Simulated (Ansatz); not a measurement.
## Epitaxial strain in CsSnI3: moduli and critical thickness

Method: DFT PBEsol, scalar-relativistic, plane waves, PAW (Ansatz 0.2.0). (420 eV cutoff, 6×6×6 k-mesh, Gaussian smearing of 0.01 eV, no spin polarisation)

Starting point, cell and atoms relaxed:

```xyz
5
Lattice="6.1341 0.0000 0.0000 0.0000 6.1341 0.0000 0.0000 0.0000 6.1341" Properties=species:S:1:pos:R:3 pbc="T T T"
Cs    0.0000    0.0000    0.0000
Sn    3.0670    3.0670    3.0670
I     0.0000    3.0670    3.0670
I     3.0670    0.0000    3.0670
I     3.0670    3.0670    0.0000
```

The a-b plane is strained alike in both directions, as on a substrate, while c and the atoms relax within the symmetry that the strain leaves. Stress is positive in compression; energies are free energies at the smearing used, per atom.

| strain (%) | c (Å) | σ in plane (GPa) | ΔE (meV/atom) |
| --- | --- | --- | --- |
| -6.0 | 6.2411 | 4.13 | 63.45 |
| -4.0 | 6.1933 | 2.52 | 25.94 |
| -2.0 | 6.1634 | 1.09 | 5.98 |
| +0.0 | 6.1341 | 0.02 | 0.00 |
| +2.0 | 6.1105 | -0.84 | 5.01 |
| +4.0 | 6.0877 | -1.49 | 18.96 |
| +6.0 | 6.0654 | -1.98 | 39.91 |

Question: Get the biaxial modulus twice, from the stresses and from the energies of the innermost pair.

Answer: From stress: M = −Δσ/Δε = (1.09 − (-0.84)) / 0.040 = 48 GPa. Two in-plane directions each store σε/2, so the energy density is Mε²: M = (mean ΔE)/(V ε²) = 5.49 meV / (46.161 Å³ × 0.020²) × 0.16022 GPa Å³/meV = 48 GPa. The two agree.

Question: How well does Mε², with M from the stresses, predict the outermost points?

Answer: 50.0 meV predicted against 63.5 computed at -6.0 %; 50.0 meV predicted against 39.9 computed at +6.0 %. Compression costs more than stretching, the usual sign of bonds that stiffen as they shorten.

Question: How does c respond, and up to what thickness can a film with 1 % or 2 % misfit stay coherent on a thick substrate?

Answer: c answers with ε_c = −0.22 ε. In an isotropic solid that ratio is 2ν/(1 − ν), so ν = r/(2 + r) = 0.10. A film of thickness h stores Mε²h per area, 4.8 mJ/m² per nm at 1 %. The Matthews–Blakeslee balance for pure edge misfit dislocations, h = b/(8πf(1 + ν)) × (ln(h/b) + 1), with b taken as the in-plane vector a = 6.13 Å, solved by iteration, gives 7.9 nm at f = 1 % and 2.8 nm at 2 %. This is an isotropic estimate in which the moduli cancel; the real Burgers vector, glide system, anisotropy and slow kinetics can shift it by a factor of a few, mostly upward.

Symmetry holds off the tilts and polar distortions that many cubic perovskites undergo.